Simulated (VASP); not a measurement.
Crystal: LiF (Griceite).

```xyz
2
Lattice="0.0000 2.0140 2.0140 2.0140 0.0000 2.0140 2.0140 2.0140 0.0000" Properties=species:S:1:pos:R:3 pbc="T T T"
F     2.0140    2.0140    2.0140
Li    0.0000    0.0000    0.0000
```

| Property | Result |
| --- | --- |
| Program | VASP 6.6.1 |
| Task | relaxation of cell and atoms |
| Functional | BLYP |
| Dispersion | D3 |
| Potentials or basis | VASP PAW PBE potentials, release 64 (F, Li_sv) |
| Cutoff | 600 eV |
| k mesh | 11 × 11 × 11 |
| Occupations | fermi-dirac, width 0.05 eV |
| Spin | no spin polarisation |

At the start: pressure -4.6 GPa; volume 8.17 Å³/atom.

Question: Where does the relaxation end?

Answer: Over 4 steps the energy falls by 8.0 meV/atom and the volume is 7.64 Å³/atom (-6.5 %); space group Fm-3m (No. 225, to 0.05 Å).

Step by step:
| step | energy change (eV) | largest force (eV/Å) | pressure (GPa) | volume (Å³) |
| --- | --- | --- | --- | --- |
| 1 | 0.0000 | 0.0000 | -4.62 | 16.34 |
| 2 | -0.0121 | 0.0000 | -2.43 | 15.79 |
| 3 | -0.0160 | 0.0000 | 0.26 | 15.23 |
| 4 | -0.0161 | 0.0000 | -0.02 | 15.28 |

Final structure:
```
CELL_PARAMETERS angstrom
0.00000 1.96962 1.96962
1.96962 0.00000 1.96962
1.96962 1.96962 0.00000
ATOMIC_POSITIONS crystal
F 0.50000 0.50000 0.50000
Li 0.00000 0.00000 0.00000
```

Caveat: the cutoff is under 1.25 times the usual one of these potentials, so pressure, stress and relaxed cells hold a basis-set (Pulay) error; the PAW data sets were made with another functional, which shifts forces and pressure a little.
